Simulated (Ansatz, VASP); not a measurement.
# MgO in VASP and in Ansatz

Contents of POSCAR:

```
MgO
1.0
    0.0000000000      2.1375000000      2.1375000000
    2.1375000000      0.0000000000      2.1375000000
    2.1375000000      2.1375000000      0.0000000000
Mg O
1 1
Direct
    0.0000000000      0.0000000000      0.0000000000
    0.5000000000      0.5000000000      0.5000000000
```

File INCAR.step1:

```
SYSTEM = MgO
ALGO = Normal
EDIFF = 1E-4
ENCUT = 520
GGA = PE
ISMEAR = -1
LASPH = .TRUE.
LCHARG = .FALSE.
LREAL = .FALSE.
LWAVE = .TRUE.
NBANDS = 11
NELM = 60
PREC = Accurate
SIGMA = 0.02
```

INCAR.step2

```
SYSTEM = MgO
ALGO = Normal
EDIFF = 1E-7
ENCUT = 520
ISIF = 2
ISMEAR = -1
ISTART = 1
LASPH = .TRUE.
LCHARG = .TRUE.
LELF = .TRUE.
LMIXTAU = .TRUE.
LREAL = .FALSE.
LVHAR = .TRUE.
LWAVE = .FALSE.
METAGGA = R2SCAN
NBANDS = 11
NELM = 60
PREC = Accurate
SIGMA = 0.02
```

File KPOINTS:

```
k-points
0
G
  9 9 9
  0 0 0
```

Input for Ansatz:

```yaml
crystal:
  lattice:
    - [0.0, 2.1375, 2.1375]
    - [2.1375, 0.0, 2.1375]
    - [2.1375, 2.1375, 0.0]
  atoms:
    - { symbol: Mg, position: [0.0, 0.0, 0.0] }
    - { symbol: O, position: [0.5, 0.5, 0.5] }
hamiltonian:
  xc: r2scan
  pseudopotentials: { kind: paw }
basis:
  ecutwfc: 500
kpoints:
  mp_grid: { grid: [9, 9, 9] }
scf:
  occupations: { method: fermi_dirac, width: 0.02 }
  lower_state_search: "off"
output:
  forces: true
  stress: true
```

Alike in both runs: task single point; functional r2SCAN; k mesh 9 × 9 × 9; occupations fermi-dirac, width 0.02 eV; no spin polarisation.

|  | VASP | Ansatz |
| --- | --- | --- |
| version | VASP 6.6.1 | Ansatz 0.2.0 |
| potentials or method | VASP PAW PBE potentials, release 64 (Mg, O) | PAW, plane waves, scalar-relativistic |
| plane-wave cutoff (eV) | 520 | 500 |
| valence electrons in the cell | 8 | 16 |

|  | VASP | Ansatz | Ansatz less VASP |
| --- | --- | --- | --- |
| pressure (GPa) | -8.6 | -7.5 | +1.11 |

The two sets of potentials don't hold the same shells in valence.

Caveats: the PAW data sets were made with another functional, which shifts forces and pressure a little (VASP).
